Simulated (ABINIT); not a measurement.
# A GW chain in ABINIT: CdS (Greenockite)

Aim: the G0W0 gap of CdS (Greenockite) on PBE, step by step.

Program: ABINIT 10.8.3. Level of theory: PBE and many-body steps on it, plane waves. Results are calculated unless marked as measured.

**What was measured.**

- Gap 2.44 eV: direct optical gap from Tauc plot of (alpha h nu)^2; UV-Vis diffuse reflectance, Tauc plot; powder (hydrothermally grown snowflake-like CdS powder, without cocatalyst) (“Electric double layer-mediated polarization field for optimizing photogenerated carrier dynamics and thermodynamics”, 2023, pmc:10275871).

- Gap 2.5963 ± 0.0002 eV: B gap, Gamma7c-Gamma7v, natural isotopic composition; exciton reflectance; bulk crystal (natural CdS) (quoted in “Isotope dependence of band-gap energy”, 2008, arxiv:0807.2152).

- Gap 2.5809 ± 0.0002 eV: A gap, Gamma7c-Gamma9v, natural isotopic composition; exciton reflectance; bulk crystal (natural CdS) (quoted in “Isotope dependence of band-gap energy”, 2008, arxiv:0807.2152).

## Step 1: The starting structure

The structure is hexagonal, space group P6_3mc (No. 186). Conventional cell: a = 4.137 Å, b = 4.137 Å, c = 6.714 Å, α = 90.00°, β = 90.00°, γ = 120.00°. Nearest to Cd lie 4 S at 2.52 to 2.53 Å. Nearest to S lie 4 Cd at 2.52 to 2.53 Å. Farther neighbours and most contacts between anions are not listed.

As a file:

```cif
data_structure
_symmetry_space_group_name_H-M 'P 1'
_symmetry_Int_Tables_number 1
_cell_length_a 4.1370
_cell_length_b 4.1370
_cell_length_c 6.7144
_cell_angle_alpha 90.000
_cell_angle_beta 90.000
_cell_angle_gamma 120.000
_cell_volume 99.52
loop_
_atom_site_label
_atom_site_type_symbol
_atom_site_fract_x
_atom_site_fract_y
_atom_site_fract_z
_atom_site_occupancy
Cd1 Cd 0.66667 0.33333 0.00000 1
Cd2 Cd 0.33333 0.66667 0.50000 1
S3 S 0.66667 0.33333 0.37500 1
S4 S 0.33333 0.66667 0.87500 1
```

The cell and positions come from the Crystallography Open Database and are kept as given unless a step says otherwise.

## Step 2: Ground state

This step: ABINIT 10.8.3; DFT, PBE, plane waves, norm-conserving pseudopotentials.

The ground-state density comes first.

The input, run.abi:

```
acell 3*1.0 Angstrom
rprim 
  4.137000000025 -0.000000000006 0.000000000000
  -2.068500000008 3.582747095481 0.000000000000
  0.000000000000 0.000000000000 6.714400000000
ntypat 2
znucl 48 16
natom 4
typat 1 1 2 2
xred 
  0.666666666667 0.333333333333 0.000000000000
  0.333333333333 0.666666666667 0.500000000000
  0.666666666667 0.333333333333 0.375000000000
  0.333333333333 0.666666666667 0.875000000000
pp_dirpath "pseudos"
pseudos "Cd.upf, S.upf"
ecut 47
ngkpt 3 3 4
nshiftk 1
shiftk 0 0 0
kptopt 1
chksymbreak 0
nband 32
occopt 1
tolvrs 1e-08
nstep 60
prtwf 0
optforces 0
optstress 0
indata_prefix "in"
outdata_prefix "out"
tmpdata_prefix "tmp"
```

Run with:

```
OMP_NUM_THREADS=1 mpirun -n 8 abinit run.abi > log
```

Numbers of over 12 decimals in the logs are rounded to 6 here.

The program printed:

```text
.Version 10.8.3 of ABINIT. v10.8.2 released Aug 2026.

 Symmetries : space group P6_3 m c (#186); Bravais hP (primitive hexag.)
================================================================================
 Values of the parameters that define the memory need of the present run
     intxc =       0    ionmov =       0      iscf =       7    lmnmax =       6
     lnmax =       6     mgfft =      80  mpssoang =       3    mqgrid =    3916
     natom =       4  nloc_mem =       1    nspden =       1   nspinor =       1
    nsppol =       1      nsym =      12    n1xccc =    2501    ntypat =       2
    occopt =       1   xclevel =       2
-    mband =          32        mffmem =           1         mkmem =           2
       mpw =       10374          nfft =      200000          nkpt =           9
================================================================================
  Rough estimation (10% accuracy) of disk space for files :
================================================================================

--------------------------------------------------------------------------------
------------- Echo of variables that govern the present computation ------------
--------------------------------------------------------------------------------
 -outvars: echo values of preprocessed input variables --------
            acell      1.8897261259E+00  1.8897261259E+00  1.8897261259E+00 Bohr

      chksymbreak           0
             ecut      4.70000000E+01 Hartree
-          fftalg         312

              ixc     -101130
              kpt      0.00000000E+00  0.00000000E+00  0.00000000E+00
                       3.33333333E-01  0.00000000E+00  0.00000000E+00
                       3.33333333E-01  3.33333333E-01  0.00000000E+00
                       0.00000000E+00  0.00000000E+00  2.50000000E-01
                       3.33333333E-01  0.00000000E+00  2.50000000E-01
                       3.33333333E-01  3.33333333E-01  2.50000000E-01
                       0.00000000E+00  0.00000000E+00  5.00000000E-01
                       3.33333333E-01  0.00000000E+00  5.00000000E-01
                       3.33333333E-01  3.33333333E-01  5.00000000E-01
         kptrlatt        3    0    0      0    3    0      0    0    4
          kptrlen      2.34533909E+01
P           mkmem           2
            natom           4
            nband          32
            ngfft          50      50      80
             nkpt           9
            nstep          60
             nsym          12
           ntypat           2
              occ      2.000000  2.000000  2.000000  2.000000  2.000000  2.000000
                       2.000000  2.000000  2.000000  2.000000  2.000000  2.000000
                       2.000000  2.000000  2.000000  2.000000  2.000000  2.000000
                       2.000000  2.000000  2.000000  2.000000  2.000000  2.000000
                       2.000000  2.000000  0.000000  0.000000  0.000000  0.000000
                       0.000000  0.000000
        optforces           0
        optstress           0
            prtwf           0
            rprim      4.1370000000E+00 -6.0000000000E-12  0.0000000000E+00
                      -2.0685000000E+00  3.5827470955E+00  0.0000000000E+00
                       0.0000000000E+00  0.0000000000E+00  6.7144000000E+00
          spgroup         186

           tolvrs      1.00000000E-08

             xred      6.6666666667E-01  3.3333333333E-01  0.0000000000E+00
[...]
znucl       48.00000   16.00000

================================================================================

 chkinp: Checking input parameters for consistency.

================================================================================
== DATASET  1 ==================================================================
-   mpi_nproc: 8, omp_nthreads: 1 (-1 if OMP is not activated)
-    --> not optimal distribution: autoparal keyword recommended in input file <--

--- !DatasetInfo
iteration_state: {dtset: 1, }
dimensions: {natom: 4, nkpt: 9, mband: 32, nsppol: 1, nspinor: 1, nspden: 1, mpw: 10374, }
cutoff_energies: {ecut:  47.0, pawecutdg:  -1.0, }
electrons: {nelect:   5.20000000E+01, charge:   0.00000000E+00, occopt:   1.00000000E+00, tsmear:   1.00000000E-02, }

 Real(R)+Recip(G) space primitive vectors, cartesian coordinates (Bohr,Bohr^-1):
 R(1)=  7.8177970  0.0000000  0.0000000  G(1)=  0.1279133  0.0738508  0.0000000
 R(2)= -3.9088985  6.7704108  0.0000000  G(2)=  0.0000000  0.1477015  0.0000000
 R(3)=  0.0000000  0.0000000 12.6883771  G(3)=  0.0000000  0.0000000  0.0788123
 Unit cell volume ucvol=  6.7159196E+02 bohr^3
 Angles (23,13,12)=  9.00000000E+01  9.00000000E+01  1.20000000E+02 degrees

 getcut: wavevector=  0.0000  0.0000  0.0000  ngfft=  50  50  80
         ecut(hartree)=     47.000   => boxcut(ratio)=   2.04301

--- Pseudopotential description ------------------------------------------------
- Cd Generated using ONCVPSP code by D. R. Hamann
- 48.00000  20.00000  171031                  znucl, zion, pspdat
12 -101130 2 -1 1368                          pspcod,pspxc,lmax,lloc,mmax
     nproj     2     2     2
  pspatm : epsatm=   23.16453630
         --- l  ekb(1:nproj) -->
[...]
pspatm: atomic psp has been read  and splines computed

- S Generated using ONCVPSP code by D. R. Hamann
- 16.00000   6.00000  171031                  znucl, zion, pspdat
12 -101130 2 -1 1146                          pspcod,pspxc,lmax,lloc,mmax
     nproj     2     2     2
  pspatm : epsatm=    9.01821529
         --- l  ekb(1:nproj) -->
[...]
pspatm: atomic psp has been read  and splines computed

   3.34700617E+03                                ecore*ucvol(ha*bohr**3)
--------------------------------------------------------------------------------

_setup2: Arith. and geom. avg. npw (full set) are   10335.861   10335.834

================================================================================

--- !BeginCycle
iteration_state: {dtset: 1, }
solver: {iscf: 7, nstep: 60, nline: 4, wfoptalg: 0, }
tolerances: {tolvrs: 1.00E-08, }

     iter   Etot(hartree)      deltaE(h)  residm     vres2
 ETOT  1  -367.19799258597    -3.672E+02 1.953E+00 1.409E+04
 ETOT  2  -369.80851661036    -2.611E+00 6.762E-02 2.293E+04
 ETOT  3  -372.46323085201    -2.655E+00 1.941E-02 3.045E+03
 ETOT  4  -372.70050882150    -2.373E-01 3.199E-02 1.102E+03
 ETOT  5  -372.81012524264    -1.096E-01 4.070E-02 1.635E+02
 ETOT  6  -372.82991111300    -1.979E-02 6.591E-03 4.015E-01
 ETOT  7  -372.82960327128     3.078E-04 1.171E-03 3.381E+00
 ETOT  8  -372.83003215256    -4.289E-04 1.643E-03 4.482E-02
 ETOT  9  -372.83003457667    -2.424E-06 4.348E-04 2.807E-02
 ETOT 10  -372.83003832962    -3.753E-06 3.601E-04 3.297E-05
 ETOT 11  -372.83003833813    -8.506E-09 1.437E-04 5.941E-07
 ETOT 12  -372.83003833825    -1.179E-10 9.242E-05 4.755E-08
 ETOT 13  -372.83003833823     1.376E-11 5.838E-05 3.505E-09

 At SCF step   13       vres2   =  3.50E-09 < tolvrs=  1.00E-08 =>converged.

--- !ResultsGS
iteration_state: {dtset: 1, }
comment   : Summary of ground state results
lattice_vectors:
- [  7.8177970,  -0.0000000,   0.0000000, ]
- [ -3.9088985,   6.7704108,   0.0000000, ]
- [  0.0000000,   0.0000000,  12.6883771, ]
lattice_lengths: [   7.81780,    7.81780,   12.68838, ]
lattice_angles: [ 90.000,  90.000, 120.000, ] # degrees, (23, 13, 12)
lattice_volume:   6.7159196E+02
convergence: {deltae:  1.376E-11, res2:  3.505E-09, residm:  5.838E-05, diffor:  0.000E+00, }
etotal    :  -3.72830038E+02
entropy   :   0.00000000E+00
fermie    :   1.60565230E-01
cartesian_stress_tensor: null
pressure_GPa: null
xred      :
- [  6.6667E-01,   3.3333E-01,   0.0000E+00, Cd]
- [  3.3333E-01,   6.6667E-01,   5.0000E-01, Cd]
- [  6.6667E-01,   3.3333E-01,   3.7500E-01,  S]
- [  3.3333E-01,   6.6667E-01,   8.7500E-01,  S]
cartesian_forces: null
force_length_stats: {min: null, max: null, mean: null, }

 Integrated electronic density in atomic spheres:
 ------------------------------------------------
 Atom  Sphere_radius  Integrated_density
[...]
4        2.00000          3.92166339
================================================================================

 ----iterations are completed or convergence reached----

 Mean square residual over all n,k,spin=   63.677E-08; max=  58.384E-06
 reduced coordinates (array xred) for    4 atoms
       0.666666666667      0.333333333333      0.000000000000
       0.333333333333      0.666666666667      0.500000000000
       0.666666666667      0.333333333333      0.375000000000
       0.333333333333      0.666666666667      0.875000000000
 rms dE/dt=  0.0000E+00; max dE/dt=  0.0000E+00; dE/dt below (all hartree)
    1       0.000000000000      0.000000000000      0.000000000000
    2       0.000000000000      0.000000000000      0.000000000000
    3       0.000000000000      0.000000000000      0.000000000000
    4       0.000000000000      0.000000000000      0.000000000000

 cartesian coordinates (angstrom) at end:
    1      2.068500     1.194249     0.000000
    2      3e-12     2.388498     3.357200
    3      2.068500     1.194249     2.517900
    4      3e-12     2.388498     5.875100
 length scales=  1.889726125908  1.889726125908  1.889726125908 bohr
              =  1.000000000000  1.000000000000  1.000000000000 angstroms
 prteigrs : about to open file out_EIG
 Fermi (or HOMO) energy (hartree) =   0.16057   Average Vxc (hartree)=  -0.34259
 Eigenvalues (hartree) for nkpt=   9  k points:
 kpt#   1, nband= 32, wtk=  0.02778, kpt=  0.0000  0.0000  0.0000 (reduced coord)
  -3.56532   -3.56532   -2.13456   -2.13454   -2.13443   -2.13443   -2.13443   -2.13443
  -0.29322   -0.27715   -0.12388   -0.12293   -0.12293   -0.11972   -0.11972   -0.10812
  -0.10812   -0.10475   -0.10475   -0.09209   -0.00119    0.13221    0.13221    0.15866
   0.16057    0.16057    0.20460    0.26256    0.39705    0.39705    0.40922    0.43793
 prteigrs : prtvol=0 or 1, do not print more k-points.

--- !EnergyTerms
iteration_state     : {dtset: 1, }
comment             : Components of total free energy in Hartree
kinetic             :  1.30825456378883E+02
hartree             :  1.30688402896233E+02
xc                  : -5.48549440986188E+01
Ewald energy        : -1.98435159911346E+02
psp_core            :  4.98369007657193E+00
local_psp           : -3.97528008351899E+02
non_local_psp       :  1.14905246719419E+01
total_energy        : -3.72830038338234E+02
total_energy_eV     : -1.01452221773256E+04
band_energy         : -4.21538920738015E+01

== END DATASET(S) ==============================================================
================================================================================

 -outvars: echo values of variables after computation  --------
           etotal     -3.7283003834E+02
            nband          32
             nkpt           9
          spgroup         186
 [... the other variables as echoed above ...]

 Calculation completed.
```

Run time: 37 s. Hardware: 8 MPI ranks of Arm Neoverse V1, shared host; peak memory 0.86 GiB; 4.9 min of CPU time.

Numbers from this step:

| Property | Result |
| --- | --- |
| total energy | -10145.2222 eV |
| gap | 1.198 eV |
| k of the valence top | 0, 0, 0 |
| k of the conduction bottom | 0, 0, 0 |
| least direct gap | 1.198 eV |

The gap is direct, at Γ.

[end of part 1 of 3]

[Paths, hosts, dates, memory and timing lines, banners, echoed tables and standing remarks are left out of the program output.]

[Logs are printed without paths, hosts, clocks, repeated set-up lines and the standing remarks that a program may print on its own settings, such as how far it seeks lower states.]

[Runs of the session that timed out or met a known fault of the program may be left out.]

[Hosts, paths, dates, database ids (printed as entryN), source tags and the programs' standing remarks are cut or masked in the printed files.]

[G0W0 gaps are taken among the corrected bands and points alone; a level outside them can change the order at an edge.]

[Where Ansatz stands beside ABINIT at settings called matched, ABINIT's density can come from a denser mesh and the files from another edition; pairs whose starting gaps differed by over 0.03 eV were left out, so agreement reads better than it is.]
